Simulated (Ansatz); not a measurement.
# NaF (Villiaumite) under changes of volume

One of the cells (12.487 Å³/atom); the others are scaled copies at fixed shape and fractional positions:

```xyz
2
Lattice="0.0000 2.3200 2.3200 2.3200 0.0000 2.3200 2.3200 2.3200 0.0000" Properties=species:S:1:pos:R:3 pbc="T T T"
Na    0.0000    0.0000    0.0000
F     2.3200    2.3200    2.3200
```

```yaml
Program: Ansatz 0.2.0
Functional: PBEsol
Potentials_or_basis: all-electron LAPW, scalar-relativistic
Cutoff: 262 eV (chosen from the basis error)
Basis_error_allowed: 0.001 eV/atom
k_mesh: 10 × 10 × 10
Occupations: fermi-dirac, width 0.05 eV
Spin: no spin polarisation
```

```csv
volume (Å³/atom),energy over the lowest point (meV/atom),pressure (GPa),gap on the mesh (eV)
11.738,5.92,3.0,6.48
11.988,2.17,1.8,6.37
12.237,0.26,0.7,6.26
12.487,0.00,-0.3,6.15
12.737,1.20,-1.2,6.05
12.987,3.72,-2.0,5.95
13.236,?,?,?
```

**Question.** What does the run at 13.236 Å³/atom give?

**Answer.** Energy over the lowest point 7.40 meV/atom; pressure -2.7 GPa; gap on the mesh 5.86 eV.

Worked out: A Birch-Murnaghan fit of order 3 (a polynomial in V^(-2/3)) to the other rows has its minimum at 12.40 Å³/atom with B0 = V·E''(V) = 49 GPa and B' = 4.6. It gives 7.40 meV/atom at 13.236 Å³/atom, against the run's 7.40, and -dE/dV = -2.7 GPa, against -2.7. A straight line through the other rows of the gap, of slope -5.26 eV per unit of ln V (its deformation potential), extrapolates to 5.85 eV, against the run's 5.86.

Energies are extrapolated to zero smearing.

A mesh can miss the band edges.
